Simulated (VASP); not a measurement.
# SnTe (Pm-3m) in VASP: equation of state

How stiff is SnTe in PBE, and what volume does it want? The cell is scaled to several volumes.

Program: VASP 6.6.1. These are calculated values, not measurements. Logs are shortened: lines on timing, memory, paths and dates and some standing lists are left out, and cuts for length are marked.

## 1. Starting point

The structure is cubic, space group Pm-3m (No. 221). Conventional cell: a = 3.905 Å, b = 3.905 Å, c = 3.905 Å, α = 90.00°, β = 90.00°, γ = 90.00°. Around Te (site symmetry m-3m) lie 8 Sn at 3.38 Å. Around Sn (site symmetry m-3m) lie 8 Te at 3.38 Å.

Measurements of this composition are mostly on another form, of space group No. 225.

## 2. Equation of state, PBE, 27.98 Å³/atom (volume scaled by 0.94)

File INCAR:

```
  ALGO = Normal
  EDIFF = 1E-7
  ENCUT = 520
  GGA = PE
  ISIF = 2
  ISMEAR = -1
  LASPH = True
  LCHARG = False
  LREAL = False
  LWAVE = False
  NBANDS = 17
  NELM = 100
  PREC = Accurate
  SIGMA = 0.05
```

File KPOINTS:

```
k-points
0
Gamma
  7 7 7
```

File POSCAR:

```
SnTe
1.0
    3.8249898787      0.0000000000      0.0000000000
    0.0000000000      3.8249898787      0.0000000000
    0.0000000000      0.0000000000      3.8249898787
Te Sn
1 1
Direct
    0.5000000000      0.5000000000      0.5000000000
    0.0000000000      0.0000000000      0.0000000000
```

Potentials or basis: VASP PAW PBE potentials, release 64 (Te, Sn_d).

The run is started by

```sh
$ cat potpaw_PBE.64/Te/POTCAR potpaw_PBE.64/Sn_d/POTCAR > POTCAR
$ mpirun -np 1 vasp_std > vasp.out
```

OUTCAR:

```text
EDIFF = 1E-7
   ENCUT = 520
   GGA = PE
   ISIF = 2
   ISMEAR = -1
   LASPH = True
   LREAL = False
   NELM = 100
   PREC = Accurate

 Found     20 irreducible k-points:

 Following reciprocal coordinates:
            Coordinates               Weight
  0.000000  0.000000  0.000000      1.000000
  0.142857  0.000000  0.000000      6.000000
  0.285714  0.000000  0.000000      6.000000
  0.428571  0.000000  0.000000      6.000000
  0.142857  0.142857  0.000000     12.000000
  0.285714  0.142857  0.000000     24.000000
   k-points           NKPTS =     20   k-points in BZ     NKDIM =     20   number of bands    NBANDS=     17
   number of dos      NEDOS =    301   number of ions     NIONS =      2
   total plane-waves  NPLWV =  21952
   dimension x,y,z NGX =    28 NGY =   28 NGZ =   28
   dimension x,y,z NGXF=    56 NGYF=   56 NGZF=   56
   ions per type =               1   1
   NGX,Y,Z   is equivalent  to a cutoff of  12.17, 12.17, 12.17 a.u.
   NGXF,Y,Z  is equivalent  to a cutoff of  24.34, 24.34, 24.34 a.u.
 SYSTEM =  unknown system
   PREC   = accura    normal or accurate (medium, high low for compatibility)
   ISTART =      0    job   : 0-new  1-cont  2-samecut
   ICHARG =      2    charge: 1-file 2-atom 10-const
   ISPIN  =      1    spin polarized calculation?
   LNONCOLLINEAR =      F non collinear calculations
   LSORBIT =      F    spin-orbit coupling
   LASPH  =      T    aspherical Exc in radial PAW
   ENCUT  =  520.0 eV  38.22 Ry    6.18 a.u.   7.11  7.11  7.11*2*pi/ulx,y,z
   NELM   =    100;   NELMIN=  2; NELMDL= -5     # of ELM steps
   EDIFF  = 0.1E-06   stopping-criterion for ELM
   LREAL  =      F    real-space projection
   EDIFFG = 0.1E-05   stopping-criterion for IOM
   NSW    =      0    number of steps for IOM
   IBRION =     -1    ionic relax: 0-MD 1-quasi-New 2-CG
   NFREE  =      0    steps in history (QN), initial steepest desc. (CG)
   ISIF   =      2    stress and relaxation
   ISYM   =      2    0-nonsym 1-usesym 2-fastsym
   POTIM  = 0.5000    time-step for ionic-motion
   TEBEG  =    0.0;   TEEND  =   0.0 temperature during run
   PSTRESS=    0.0 pullay stress
   NELECT =      20.0000    total number of electrons
   NUPDOWN=      -1.0000    fix difference up-down
   EMIN   =  10.00;   EMAX   =-10.00  energy-range for DOS
   EFERMI =   0.00;   METHOD = LEGACY
   ISMEAR =    -1;   SIGMA  =   0.05  broadening in eV -4-tet -1-fermi 0-gaus
   EFERMI_NEDOS =   21; number of points for ismear=-14 and -15
   IALGO  =     38    algorithm
   IMIX   =      4    mixing-type and parameters
     AMIX     =   0.40;   BMIX     =  1.00
     AMIX_MAG =   1.60;   BMIX_MAG =  1.00
  volume/ion in A,a.u.               =      27.98       188.82
  Fermi-wavevector in a.u.,A,eV,Ry     =   1.161773  2.195432 18.364002  1.349716
  Thomas-Fermi vector in A             =   2.298341
   LORBIT       =      0    0 simple, 1 ext, 2 COOP (PROOUT), +10 PAW based schemes
   GGA     = PE    functional components
   LHFCALC =     F    Hartree Fock is set to
   AEXX    =    0.0000 exact exchange contribution
   IVDW    =     0    specifies the selected vdW correction
   LEPSILON=     F    determine dielectric tensor
   LRPA    =     F    only Hartree local field effects (RPA)
 non-spin polarized calculation
  energy-cutoff  :      520.00
  volume of cell :       55.96
 maximum number of plane-waves:      1516
   NGX = 15   NGY = 15   NGZ = 15

 number of electron      19.9999990 magnetization

 Free energy of the ion-electron system (eV)
  ---------------------------------------------------
  ext. energy  EPLUGINS =         0.00000000
  ---------------------------------------------------
  free energy    TOTEN  =        -7.07893557 eV

  energy without entropy =       -7.06572705  energy(sigma->0) =       -7.07233131

 E-fermi :   7.7579     XC(G=0): -10.1675

 val. band max:        7.7434584852   @ k =   0.4286   0.2857   0.0000
 cond. band min:       7.7817419032   @ k =   0.2857   0.1429   0.0000
 fundamental gap:      0.0382834180
 Fermi energy:         7.7578634737

 k-point     1 :       0.0000    0.0000    0.0000
  band No.  band energies     occupation
      1     -13.7474      2.00000
      2     -13.7474      2.00000
      3     -13.7027      2.00000
      4     -13.7027      2.00000
      5     -13.7027      2.00000
      6      -4.9700      2.00000
[... 9 lines left out ...]
     16      18.9125      0.00000
     17      18.9125      0.00000

 k-point     2 :       0.1429    0.0000    0.0000
  band No.  band energies     occupation
      1     -13.7470      2.00000
      2     -13.7397      2.00000
      3     -13.7053      2.00000
      4     -13.7053      2.00000
      5     -13.7025      2.00000
      6      -4.7987      2.00000
[... 9 lines left out ...]
     16      17.9712      0.00000
     17      18.4121      0.00000

 k-point     3 :       0.2857    0.0000    0.0000
  band No.  band energies     occupation
      1     -13.7463      2.00000
      2     -13.7224      2.00000
      3     -13.7113      2.00000
      4     -13.7113      2.00000
      5     -13.7022      2.00000
      6      -4.3247      2.00000
[... 9 lines left out ...]
     16      15.9604      0.00000
     17      18.7035      0.00000

 k-point     4 :       0.4286    0.0000    0.0000
  band No.  band energies     occupation
      1     -13.7457      2.00000
      2     -13.7160      2.00000
      3     -13.7160      2.00000
      4     -13.7085      2.00000
      5     -13.7018      2.00000
      6      -3.7672      2.00000
[... 9 lines left out ...]
     16      18.7673      0.00000
     17      19.7134      0.00000

 k-point     5 :       0.1429    0.1429    0.0000
  band No.  band energies     occupation
      1     -13.7431      2.00000
      2     -13.7356      2.00000
      3     -13.7083      2.00000
      4     -13.7054      2.00000
      5     -13.7049      2.00000
      6      -4.6294      2.00000
[... 9 lines left out ...]
     16      17.0572      0.00000
     17      17.2783      0.00000

 k-point     6 :       0.2857    0.1429    0.0000
  band No.  band energies     occupation
      1     -13.7410      2.00000
      2     -13.7195      2.00000
      3     -13.7148      2.00000
      4     -13.7109      2.00000
      5     -13.7046      2.00000
      6      -4.1634      2.00000
[... 9 lines left out ...]
     16      16.3614      0.00000
     17      17.0258      0.00000

 [... further k-points ...]

------------------------ aborting loop because EDIFF is reached ----------------------------------------

  FORCE on cell =-STRESS in cart. coord.  units (eV):
  Direction    XX          YY          ZZ          XY          YZ          ZX
  --------------------------------------------------------------------------------------
  -------------------------------------------------------------------------------------
  Total        0.4641414      0.4641414      0.4641414     -0.0000000      0.0000000     -0.0000000
  in kB       13.2883184     13.2883184     13.2883184     -0.0000000      0.0000000     -0.0000000
  external PRESSURE =      13.2883184 kB  Pullay stress =       0.0000000 kB

 VOLUME and BASIS-vectors are now :
 -----------------------------------------------------------------------------
  energy-cutoff  :      520.00
  volume of cell :       55.96
      direct lattice vectors                 reciprocal lattice vectors
     3.824989879  0.000000000  0.000000000     0.261438600  0.000000000  0.000000000
     0.000000000  3.824989879  0.000000000     0.000000000  0.261438600  0.000000000
     0.000000000  0.000000000  3.824989879     0.000000000  0.000000000  0.261438600

 POSITION                                       TOTAL-FORCE (eV/Angst)
 -----------------------------------------------------------------------------------
      1.91249      1.91249      1.91249         0.000000      0.000000      0.000000
      0.00000      0.00000      0.00000         0.000000      0.000000      0.000000
 -----------------------------------------------------------------------------------
    total drift:                               -0.000000      0.000000     -0.000000

  FREE ENERGIE OF THE ION-ELECTRON SYSTEM (eV)
  ---------------------------------------------------
  free  energy   TOTEN  =        -7.0789355677 eV

  energy  without entropy=       -7.0657270515  energy(sigma->0) =       -7.07233131
```

It took 6.8 s on 1 thread of Intel Xeon 6975P-C (Granite Rapids), shared host; peak memory 0.16 GiB.

Results:

```yaml
Free_energy: -7.0789 eV
Pressure: 1.3 GPa
Band_gap_on_the_k_mesh: none (metal or under the smearing width)
```

## 3. Equation of state, PBE, 28.58 Å³/atom (volume scaled by 0.96)

File INCAR:

```
SYSTEM = SnTe
ALGO = Normal
EDIFF = 1E-7
ENCUT = 520
GGA = PE
ISIF = 2
ISMEAR = -1
LASPH = .TRUE.
LCHARG = .FALSE.
LREAL = .FALSE.
LWAVE = .FALSE.
NBANDS = 17
NELM = 100
PREC = Accurate
SIGMA = 0.05
```

File KPOINTS:

```
k-points
0
G
  7 7 7
  0 0 0
```

File POSCAR:

```
SnTe
1.0
    3.8519273147      0.0000000000      0.0000000000
    0.0000000000      3.8519273147      0.0000000000
    0.0000000000      0.0000000000      3.8519273147
Te Sn
1 1
Direct
    0.5000000000      0.5000000000      0.5000000000
    0.0000000000      0.0000000000      0.0000000000
```

Potentials or basis: VASP PAW PBE potentials, release 64 (Te, Sn_d).

The run is started by

```sh
$ cat potpaw_PBE.64/Te/POTCAR potpaw_PBE.64/Sn_d/POTCAR > POTCAR
$ mpirun -np 1 vasp_std > vasp.out
```

It took 8.2 s on 1 thread of Intel Xeon 6975P-C (Granite Rapids), shared host; peak memory 0.17 GiB.

Results (log left out):

| Quantity | Value |
| --- | --- |
| Free energy | -7.0855 eV |
| Pressure | 0.4 GPa |
| Band gap on the k mesh | none (metal or under the smearing width) |

## 4. Equation of state, PBE, 29.17 Å³/atom (volume scaled by 0.98)

File INCAR:

```
SYSTEM = SnTe
  ALGO = Normal
  EDIFF = 1E-7
  ENCUT = 520
  GGA = PE
  ISIF = 2
  ISMEAR = -1
  LASPH = .True.
  LCHARG = .False.
  LREAL = .False.
  LWAVE = .False.
  NBANDS = 17
  NELM = 100
  PREC = Accurate
  SIGMA = 0.05
```

File KPOINTS:

```
k-points
0
Gamma
  7 7 7
  0 0 0
```

File POSCAR:

```
SnTe
1.0
    3.8784931701      0.0000000000      0.0000000000
    0.0000000000      3.8784931701      0.0000000000
    0.0000000000      0.0000000000      3.8784931701
Te Sn
1 1
Direct
    0.5000000000      0.5000000000      0.5000000000
    0.0000000000      0.0000000000      0.0000000000
```

The run is started by

```sh
$ cat potpaw_PBE.64/Te/POTCAR potpaw_PBE.64/Sn_d/POTCAR > POTCAR
$ mpirun -np 1 vasp_std > vasp.out
```

Run time: 8.8 s. Hardware: 1 thread of Intel Xeon 6975P-C (Granite Rapids), shared host; peak memory 0.17 GiB.

It converged, with:

| Quantity | Value |
| --- | --- |
| Free energy | -7.0856 eV |
| Pressure | -0.4 GPa |
| Band gap on the k mesh | none (metal or under the smearing width) |

## 5. Equation of state, PBE, 30.36 Å³/atom (volume scaled by 1.02)

File INCAR:

```
ALGO = Normal
EDIFF = 1E-7
ENCUT = 520
GGA = PE
ISIF = 2
ISMEAR = -1
LASPH = T
LCHARG = F
LREAL = F
LWAVE = F
NBANDS = 17
NELM = 60
PREC = Accurate
SIGMA = 0.05
```

File KPOINTS:

```
k-points
0
Gamma
  7 7 7
```

File POSCAR:

```
SnTe
1.0
    3.9305596940      0.0000000000      0.0000000000
    0.0000000000      3.9305596940      0.0000000000
    0.0000000000      0.0000000000      3.9305596940
Te Sn
1 1
Direct
    0.5000000000      0.5000000000      0.5000000000
    0.0000000000      0.0000000000      0.0000000000
```

Potentials or basis: VASP PAW PBE potentials, release 64 (Te, Sn_d).

The run is started by

```sh
$ cat potpaw_PBE.64/Te/POTCAR potpaw_PBE.64/Sn_d/POTCAR > POTCAR
$ mpirun -np 1 vasp_std > vasp.out
```

OUTCAR:

```text
EDIFF = 1E-7
   ENCUT = 520
   GGA = PE
   ISIF = 2
   ISMEAR = -1
   LASPH = T
   LREAL = F
   NELM = 60
   PREC = Accurate

 Found     20 irreducible k-points:

 Following reciprocal coordinates:
            Coordinates               Weight
  0.000000  0.000000  0.000000      1.000000
  0.142857  0.000000  0.000000      6.000000
  0.285714  0.000000  0.000000      6.000000
  0.428571  0.000000  0.000000      6.000000
[... 195 lines left out ...]

 [... further k-points ...]

------------------------ aborting loop because EDIFF is reached ----------------------------------------

  FORCE on cell =-STRESS in cart. coord.  units (eV):
  Direction    XX          YY          ZZ          XY          YZ          ZX
  --------------------------------------------------------------------------------------
  -------------------------------------------------------------------------------------
  Total       -0.6340514     -0.6340514     -0.6340514     -0.0000000      0.0000000     -0.0000000
  in kB      -16.7290712    -16.7290712    -16.7290712     -0.0000000      0.0000000     -0.0000000
  external PRESSURE =     -16.7290712 kB  Pullay stress =       0.0000000 kB

 VOLUME and BASIS-vectors are now :
 -----------------------------------------------------------------------------
  energy-cutoff  :      520.00
  volume of cell :       60.72
      direct lattice vectors                 reciprocal lattice vectors
     3.930559694  0.000000000  0.000000000     0.254416693  0.000000000  0.000000000
     0.000000000  3.930559694  0.000000000     0.000000000  0.254416693  0.000000000
     0.000000000  0.000000000  3.930559694     0.000000000  0.000000000  0.254416693

 POSITION                                       TOTAL-FORCE (eV/Angst)
 -----------------------------------------------------------------------------------
      1.96528      1.96528      1.96528         0.000000      0.000000      0.000000
      0.00000      0.00000      0.00000         0.000000      0.000000      0.000000
 -----------------------------------------------------------------------------------
    total drift:                                0.000000     -0.000000     -0.000000

  FREE ENERGIE OF THE ION-ELECTRON SYSTEM (eV)
  ---------------------------------------------------
  free  energy   TOTEN  =        -7.0700657621 eV

  energy  without entropy=       -7.0490559323  energy(sigma->0) =       -7.05956085
```

stdout:

```text
POSCAR found type information on POSCAR TeSn
 POSCAR found :  2 types and       2 ions
 scaLAPACK will be used
 LDA part: xc-table for (Slater+PW92), standard interpolation
 POSCAR, INCAR and KPOINTS ok, starting setup
 FFT: planning ... GRIDC
 FFT: planning ... GRID_SOFT
 FFT: planning ... GRID
 WAVECAR not read
 entering main loop
```

Wall time 8.4 s (1 thread of Intel Xeon 6975P-C (Granite Rapids), shared host); peak memory 0.17 GiB.

Results:

| Item | Value |
| --- | --- |
| Free energy | -7.0701 eV |
| Pressure | -1.7 GPa |
| Band gap on the k mesh | none (metal or under the smearing width) |

## 6. Equation of state, PBE, 30.96 Å³/atom (volume scaled by 1.04)

File INCAR:

```
ALGO = Normal
EDIFF = 1E-7
ENCUT = 520
GGA = PE
ISIF = 2
ISMEAR = -1
LASPH = True
LCHARG = False
LREAL = False
LWAVE = False
NBANDS = 17
NELM = 60
PREC = Accurate
SIGMA = 0.05
```

KPOINTS is that of step 5.

File POSCAR:

```
SnTe
1.0
    3.9560835241      0.0000000000      0.0000000000
    0.0000000000      3.9560835241      0.0000000000
    0.0000000000      0.0000000000      3.9560835241
Te Sn
1 1
Direct
    0.5000000000      0.5000000000      0.5000000000
    0.0000000000      0.0000000000      0.0000000000
```

Potentials or basis: VASP PAW PBE potentials, release 64 (Te, Sn_d).

The run is started by

```sh
$ cat potpaw_PBE.64/Te/POTCAR potpaw_PBE.64/Sn_d/POTCAR > POTCAR
$ mpirun -np 1 vasp_std > vasp.out
```

Run time: 8.5 s. Hardware: 1 thread of Intel Xeon 6975P-C (Granite Rapids), shared host; peak memory 0.17 GiB.

Results (log left out):

```yaml
Free_energy: -7.0559 eV
Pressure: -2.2 GPa
Band_gap_on_the_k_mesh: none (metal or under the smearing width)
```

## 7. Equation of state, PBE, 31.55 Å³/atom (volume scaled by 1.06)

File INCAR:

```
SYSTEM = SnTe
PREC = Accurate
ENCUT = 520
EDIFF = 1E-7
ISMEAR = -1
SIGMA = 0.05
LREAL = .False.
LASPH = .True.
NELM = 80
ALGO = Normal
ISIF = 2
LWAVE = .False.
LCHARG = .False.
GGA = PE
NBANDS = 17
```

File KPOINTS:

```
Automatic mesh
0
Gamma
  7 7 7
  0 0 0
```

File POSCAR:

```
SnTe
1.0
    3.9812821877      0.0000000000      0.0000000000
    0.0000000000      3.9812821877      0.0000000000
    0.0000000000      0.0000000000      3.9812821877
Te Sn
1 1
Direct
    0.5000000000      0.5000000000      0.5000000000
    0.0000000000      0.0000000000      0.0000000000
```

The run is started by

```sh
$ cat potpaw_PBE.64/Te/POTCAR potpaw_PBE.64/Sn_d/POTCAR > POTCAR
$ mpirun -np 1 vasp_std > vasp.out
```

Run time: 8.5 s. Hardware: 1 thread of Intel Xeon 6975P-C (Granite Rapids), shared host; peak memory 0.17 GiB.

It converged, with:

```
Free energy            : -7.0382 eV
Pressure               : -2.6 GPa
Band gap on the k mesh : none (metal or under the smearing width)
```

## 8. Equation of state, PBE

Potentials or basis: VASP PAW PBE potentials, release 64 (Te, Sn_d).

No new run: the results of the series are fitted here.

What came out:

| Item | Value |
| --- | --- |
| Equilibrium volume | 28.88 Å³/atom |
| Bulk modulus | 39 GPa |
| Pressure derivative of the bulk modulus | 6.2 |

Energy against volume, from the lowest point:
| volume (Å³/atom) | energy (meV/atom) |
| --- | --- |
| 27.981 | 3.31 |
| 28.576 | 0.05 |
| 29.172 | 0.00 |
| 29.767 | 2.69 |
| 30.362 | 7.74 |
| 30.958 | 14.83 |
| 31.553 | 23.66 |

Spin-orbit coupling is left out, which matters for the levels of Te.
